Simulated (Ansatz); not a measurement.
**What a trial cell of K relaxes into**

Level of theory: DFT PBE, scalar-relativistic, plane waves, PAW (Ansatz). Cutoff 420 eV, Γ-centred k mesh, Gaussian smearing, no spin polarisation in the final step.

The start puts K on the sites of a reported Hg cell (P6/mmm, No. 191), at a guessed volume.

```yaml
crystal:
  lattice:
    - [6.68203, 0.00000, 0.00000]
    - [-3.34102, 5.78681, 0.00000]
    - [0.00000, 0.00000, 5.69591]
  atoms:
    - { symbol: K, position: [0.33333, 0.66667, 0.50000] }
    - { symbol: K, position: [0.00000, 0.00000, 0.00000] }
    - { symbol: K, position: [0.66667, 0.33333, 0.50000] }
```

Cell and atoms relax at zero pressure; the relaxation can't lower the symmetry of the start.

Energies count from the standard state of K at the same level.

Task: Describe the relaxed structure.

Result: It keeps P6/mmm (No. 191), but not the shape of the type it started on. The result has the omega structure. Conventional cell: a = 7.505 Å, c = 4.541 Å. K on Wyckoff site d (2 atoms of the primitive cell) is coordinated by 5 K at 4.33–4.54 Å and 6 K at 4.89 Å; around K on Wyckoff site a (1 atom of the primitive cell) lie 2 K at 4.54 Å and 12 K at 4.89 Å.

```cif
data_structure
_symmetry_space_group_name_H-M 'P6/mmm'
_symmetry_Int_Tables_number 191
_cell_length_a 7.5046
_cell_length_b 7.5046
_cell_length_c 4.5408
_cell_angle_alpha 90.000
_cell_angle_beta 90.000
_cell_angle_gamma 120.000
_cell_volume 221.47
loop_
_atom_site_label
_atom_site_type_symbol
_atom_site_symmetry_multiplicity
_atom_site_Wyckoff_symbol
_atom_site_fract_x
_atom_site_fract_y
_atom_site_fract_z
_atom_site_occupancy
K1 K 2 d 0.33333 0.66667 0.50000 1
K2 K 1 a 0.00000 0.00000 0.00000 1
```

Task: What are its volume, energy, density and gap?

Result: The volume per atom is 73.82 Å³, the density is 0.88 g/cm³ and the energy over the standard structure is 0.01 eV/atom. The gap on the 9×9×10 mesh is 0 eV (a metal).

The final run used a 9×9×10 mesh on its 3-atom cell and 0.10 eV smearing. The k mesh leaves about 4 meV/atom of noise in metals. Symmetry constrained the relaxation, so the result can be a saddle point. The steps took roughly 90 core-seconds in all.